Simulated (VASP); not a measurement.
Write the native input for VASP 6.6.1 that does the following.

```
Task                   : single point
Functional             : PBE
Dispersion             : D3(BJ)
Potentials or basis    : VASP PAW PBE potentials, release 64 (Zn, O)
Cutoff                 : 520 eV
k mesh                 : 9 × 9 × 4
Occupations            : gaussian, width 0.05 eV
Spin                   : no spin polarisation
Dipole correction      : no
Further INCAR settings : ALGO = Fast; EDIFF = 1e-07; NBANDS = 26
```

The structure of ZnO lies in POSCAR:

```
ZnO
1.0
    3.3537265018      0.0000000000      0.0000000000
   -1.6768632509      2.7905138245      0.0000000000
    0.0000000000      0.0000000000      7.1304413500
Zn O
2 2
Direct
    0.0000000000      0.0000000000      0.7500000000
    0.0000000000      0.0000000000      0.2500000000
    0.3333333333      0.6666666667      0.2500000000
    0.6666666667      0.3333333333      0.7500000000
```

The cell comes from a database or a generator and needn't be the stable form of this composition.

The cell isn't the ideal one: strain +0.0200 x Voigt [1, -1, 0, 0, 0, 0], atoms carried along.

These files were run (other wordings do the same):

INCAR

```
SYSTEM = ZnO
ALGO     = Fast           ! electronic algorithm
EDIFF    = 1E-7           ! SCF threshold, eV
ENCUT    = 520            ! plane-wave cutoff, eV
GGA      = PE             ! functional
ISIF     = 2              ! what is computed and relaxed
ISMEAR   = 0              ! smearing method
IVDW     = 12             ! dispersion correction
LASPH    = .True.         ! aspherical terms in the spheres
LCHARG   = .True.         ! write CHGCAR
LELF     = .True.         ! ELF
LREAL    = .False.        ! projectors in reciprocal space
LVHAR    = .True.       
LWAVE    = .False.        ! write WAVECAR
NBANDS   = 26             ! bands
NELM     = 100            ! most SCF steps
PREC     = Accurate       ! precision mode
SIGMA    = 0.05           ! smearing width, eV
```

KPOINTS

```
k-points
0
Gamma
  9 9 4
  0 0 0
```

Potentials or basis: VASP PAW PBE potentials, release 64 (Zn, O).

The run is started by

```bash
$ cat potpaw_PBE.64/Zn/POTCAR potpaw_PBE.64/O/POTCAR > POTCAR
$ mpirun -np 1 vasp_std > vasp.out
```

Results of the run:

- Pressure: -1.3 GPa
- Largest force: 0.542 eV/Å
- Band gap on the k mesh: 0.76 eV, direct
- Dispersion energy per atom: -0.156 eV

Caveat: an odd mesh through Γ misses points on the zone boundary, where band edges often lie.

It took 95 s on 1 thread of AMD EPYC 9R45 96-Core Processor (Zen 5) (shared host), peak memory 0.23 GiB.
